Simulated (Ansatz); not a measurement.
**Nb (dhcp): energy against volume**

Theory: DFT, revPBE, plane waves (420 eV) with PAW, scalar-relativistic (Ansatz 0.2.0). The PAW files were generated under PBE, with cores re-solved for the functional.

The cell is scaled uniformly from the relaxed one, with fractional coordinates and shape fixed. Energies are extrapolated to zero smearing, pressures are those at the given smearing. Magnetic state: spin not included.

A Birch-Murnaghan fit gives V₀ = 18.90 Å³/atom, B₀ = 157 GPa, B₀′ = 3.8.

**Question.** What are the energy above the minimum and the pressure at 16.653 Å³/atom?

**Answer.** 160.0 meV/atom and 25.30 GPa as computed.

**Question.** What are the energy above the minimum and the pressure at 17.410 Å³/atom?

**Answer.** 65.7 meV/atom and 15.22 GPa as computed.

**Question.** What are the energy above the minimum and the pressure at 19.681 Å³/atom?

**Answer.** 14.8 meV/atom and -5.66 GPa as computed.
